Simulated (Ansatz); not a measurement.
## Relaxation of TiAl

Computed with DFT PBEsol, scalar-relativistic, plane waves, PAW in Ansatz 0.2.0. (420 eV cutoff, 18×18×14 k-mesh, Gaussian smearing of 0.10 eV, no spin polarisation)

What was changed: biaxial strain in the a-b plane, c and atoms relaxed: +1.5 %.

Command:

```bash
ansatz run input.yaml --threads 1 --pin off --max-ram 2560MiB --backend cpu --events-out ev --progress --plain --runs-dir out
```

Input:

```yaml
crystal:
  lattice:
    - [2.8365555598, 0.0, 0.0]
    - [0.0, 2.8365555598, 0.0]
    - [0.0, 0.0, 4.0047667539]
  atoms:
    - { symbol: Ti, position: [0.5, 0.5, 0.5] }
    - { symbol: Al, position: [0.0, 0.0, 0.0] }
basis:
  ecutwfc: 420
kpoints:
  mp_grid: { grid: [18, 18, 14] }
hamiltonian:
  xc: pbesol
scf:
  occupations: { method: gaussian, width: 0.1 }
output:
  forces: true
  stress: true
  eigenvalues: true
relax:
  adjacent_minimum: "off"
  f_tol: 0.008
  max_steps: 40
  cell: { stress_tol: 0.015, fix: [a, b, gamma] }
```

F is the free energy. Steps run on the plane waves of an earlier cell, but the last one, and at times one on the way, on a freshly chosen basis, so a repeated geometry can differ a little in energy. The held parts of the cell keep their stress, so P needn't end at zero.

Steps:

```
step F − F(1) (eV) largest force component (eV/Å) V (Å³/atom) P (GPa)
   1         0.0000                           0.000       16.111    -2.45
   2        -0.0009                           0.000       15.978    -1.53
   3        -0.0009                           0.000       15.988    -1.60
   4        -0.0009                           0.000       15.988    -1.61
```

Relaxed structure:

```cif
data_structure
_symmetry_space_group_name_H-M 'P 1'
_symmetry_Int_Tables_number 1
_cell_length_a 2.8366
_cell_length_b 2.8366
_cell_length_c 3.9742
_cell_angle_alpha 90.000
_cell_angle_beta 90.000
_cell_angle_gamma 90.000
_cell_volume 31.98
loop_
_atom_site_label
_atom_site_type_symbol
_atom_site_fract_x
_atom_site_fract_y
_atom_site_fract_z
_atom_site_occupancy
Ti1 Ti 0.50000 0.50000 0.50000 1
Al1 Al 0.00000 0.00000 0.00000 1
```

The structure is tetragonal, space group P4/mmm (No. 123). The conventional cell has a = 2.837 Å, b = 2.837 Å, c = 3.974 Å, α = 90.00°, β = 90.00°, γ = 90.00°. Ti (site symmetry 4/mmm) is surrounded by 8 Al at 2.82 Å and 4 Ti at 2.84 Å. Al (site symmetry 4/mmm) is surrounded by 8 Ti at 2.82 Å and 4 Al at 2.84 Å.

The run converged. It took 42 s on 1 thread of Arm Neoverse V1 (shared host), peak memory 0.46 GiB.